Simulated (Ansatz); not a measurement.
## How settings move the G0W0 gap of BaTe (zincblende)

BaTe in the zincblende structure, relaxed with r2SCAN; one-shot G0W0 in Ansatz without spin-orbit coupling. No spin polarisation and no zero-point or thermal motion; the cell was built from a prototype and may be hypothetical.

```
Ba Te
1.0
     0.00000    3.91416    3.91416
     3.91416    0.00000    3.91416
     3.91416    3.91416    0.00000
Ba Te
1 1
Direct
  0.00000 0.00000 0.00000
  0.25000 0.25000 0.25000
```

Gaps are read over the mesh points alone. G0W0 here is at a finite number of bands, screening cutoff and k mesh, not at the basis limit.
```json
{"start": "PBE", "potentials": "PAW", "frequency model": "contour deformation", "mesh": "4×4×4", "empty bands": "451", "screening cutoff (eV)": "140", "Kohn-Sham gap (eV)": "2.57", "G0W0 gap (eV)": "3.75", "rough cost": "6 core-minutes"}
{"start": "PBE", "potentials": "PAW", "frequency model": "contour deformation", "mesh": "4×4×4", "empty bands": "828", "screening cutoff (eV)": "210", "Kohn-Sham gap (eV)": "2.57", "G0W0 gap (eV)": "3.79", "rough cost": "30 core-minutes"}
{"start": "HSE06", "potentials": "PAW", "frequency model": "contour deformation", "mesh": "4×4×4", "empty bands": "451", "screening cutoff (eV)": "140", "Kohn-Sham gap (eV)": "3.31", "G0W0 gap (eV)": "4.14", "rough cost": "14 core-minutes"}
{"start": "LDA", "potentials": "PAW", "frequency model": "contour deformation", "mesh": "4×4×4", "empty bands": "451", "screening cutoff (eV)": "140", "Kohn-Sham gap (eV)": "2.28", "G0W0 gap (eV)": "3.61", "rough cost": "5 core-minutes"}
{"start": "r2SCAN", "potentials": "PAW", "frequency model": "contour deformation", "mesh": "4×4×4", "empty bands": "451", "screening cutoff (eV)": "140", "Kohn-Sham gap (eV)": "2.94", "G0W0 gap (eV)": "3.95", "rough cost": "7 core-minutes"}
{"start": "PBE", "potentials": "PAW", "frequency model": "Godby-Needs pole", "mesh": "4×4×4", "empty bands": "451", "screening cutoff (eV)": "140", "Kohn-Sham gap (eV)": "2.57", "G0W0 gap (eV)": "3.73", "rough cost": "7 core-minutes"}
{"start": "PBE", "potentials": "PAW", "frequency model": "contour deformation", "mesh": "4×4×4", "empty bands": "194", "screening cutoff (eV)": "80", "Kohn-Sham gap (eV)": "2.57", "G0W0 gap (eV)": "3.63", "rough cost": "60 core-seconds"}
{"start": "PBE", "potentials": "norm-conserving", "frequency model": "contour deformation", "mesh": "4×4×4", "empty bands": "451", "screening cutoff (eV)": "140", "Kohn-Sham gap (eV)": "2.56", "G0W0 gap (eV)": "3.72", "rough cost": "10 core-minutes"}
```

Over the mesh points the PBE gap of 2.57 eV becomes a quasiparticle gap of 3.79 eV (W to Γ), a change of +1.22 eV. Renormalisation factors Z lie between 0.75 and 0.81.

Raising bands and cutoff together moves the gap by +0.12 eV (80 to 140 eV), then +0.04 eV (140 to 210 eV); the last step is still large, so the basis limit isn't reached. Starting from HSE06 (3.31 eV against PBE's 2.57 eV) gives 4.14 eV, +0.39 eV from G0W0@PBE at the same screening cutoff. Starting from LDA (2.28 eV against PBE's 2.57 eV) gives 3.61 eV, -0.14 eV from G0W0@PBE at the same screening cutoff. Starting from r2SCAN (2.94 eV against PBE's 2.57 eV) gives 3.95 eV, +0.20 eV from G0W0@PBE at the same screening cutoff. The Godby-Needs plasmon pole differs from contour deformation by -0.02 eV. Norm-conserving potentials (wave cutoff 1120 eV against 420 eV) shift the quasiparticle gap by -0.03 eV and the PBE gap by -0.01 eV. r2SCAN runs take a wave cutoff of 500 eV.
